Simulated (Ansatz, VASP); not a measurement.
# One calculation of AlN, two programs

```xyz
4
Lattice="3.1144 0.0000 0.0000 -1.5572 2.6971 0.0000 0.0000 0.0000 4.9848" Properties=species:S:1:pos:R:3 pbc="T T T"
Al    0.0000    1.7981    0.0076
Al    1.5572    0.8990    2.5000
N     0.0000    1.7981    1.9116
N     1.5572    0.8990    4.4040
```

Change from the starting cell: mode 5 frozen in at +0.000 Å, equal normal strain along x, y and z +0.0083.

Alike in both runs: task single point; functional LDA; k mesh 9 × 9 × 6; occupations gaussian, width 0.05 eV; no spin polarisation.

|  | VASP | Ansatz |
| --- | --- | --- |
| version | VASP 6.6.1 | Ansatz 0.2.0 |
| potentials or method | VASP PAW LDA potentials, release 64 (Al, N) | scalar-relativistic, plane waves, PAW |
| plane-wave cutoff (eV) | 520 | 520 |
| valence electrons in the cell | 16 | 16 |

```tsv
	VASP	Ansatz	Ansatz less VASP
gap on the k mesh at the Fermi level (eV)	4.20	4.20	-0.005
least direct gap on the mesh (eV)	4.20	4.20	-0.005
pressure (GPa)	-4.4	-5.0	-0.55
largest component of the traceless stress (GPa)	0.21	0.22	+0.016
rms of the force components (eV/Å)	0.006	0.006	+0.0001
```

Atom by atom the forces differ by 0.000 eV/Å (rms over components).

Caveats: an odd mesh through Γ misses points on the zone boundary, where band edges often lie.
